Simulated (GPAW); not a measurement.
The system is SnO2 (Cassiterite).

```
CELL_PARAMETERS angstrom
4.73800 0.00000 0.00000
0.00000 4.73800 0.00000
0.00000 0.00000 3.18650
ATOMIC_POSITIONS crystal
Sn 0.50000 0.50000 0.50000
Sn 0.00000 0.00000 0.00000
O 0.80710 0.19290 0.50000
O 0.69290 0.69290 0.00000
O 0.19290 0.80710 0.50000
O 0.30710 0.30710 0.00000
```

- Program: GPAW 26.7.0
- Task: relaxation of cell and atoms
- Functional: MS2
- Potentials or basis: GPAW PAW data sets (gpaw-data 1.2.1)
- Cutoff: 800 eV
- Basis: pw
- k mesh: 4 × 4 × 5
- Occupations: fermi-dirac, width 0.05 eV
- Spin: no spin polarisation

At the start: pressure 3.2 GPa; volume 11.92 Å³/atom.

Problem. Where does the relaxation end?

Solution. Over 6 steps the energy falls by 2.1 meV/atom and the volume is 12.08 Å³/atom (+1.4 %); space group P4_2/mnm (No. 136, to 0.05 Å).

The path:
```tsv
step	energy change (eV)	largest force (eV/Å)	pressure (GPa)	volume (Å³)
1	0.0000	0.2010	3.16	71.53
2	-0.0042	0.1249	2.67	71.65
3	-0.0103	0.0677	1.17	72.06
4	-0.0110	0.0731	0.85	72.17
5	-0.0126	0.0380	0.02	72.47
6	-0.0127	0.0101	-0.04	72.51
```

Final structure:
```cif
data_structure
_symmetry_space_group_name_H-M 'P 1'
_symmetry_Int_Tables_number 1
_cell_length_a 4.7581
_cell_length_b 4.7581
_cell_length_c 3.2025
_cell_angle_alpha 90.000
_cell_angle_beta 90.000
_cell_angle_gamma 89.999
_cell_volume 72.51
loop_
_atom_site_label
_atom_site_type_symbol
_atom_site_fract_x
_atom_site_fract_y
_atom_site_fract_z
_atom_site_occupancy
Sn1 Sn 0.50000 0.50000 0.50000 1
Sn2 Sn 0.00000 0.00000 0.00000 1
O1 O 0.80611 0.19389 0.50000 1
O2 O 0.69390 0.69390 0.00000 1
O3 O 0.19389 0.80611 0.50000 1
O4 O 0.30610 0.30610 0.00000 1
```

Caveat: the k mesh is coarse; later steps reuse the first step's grids; the PAW data sets were made with another functional, which shifts forces and pressure a little.
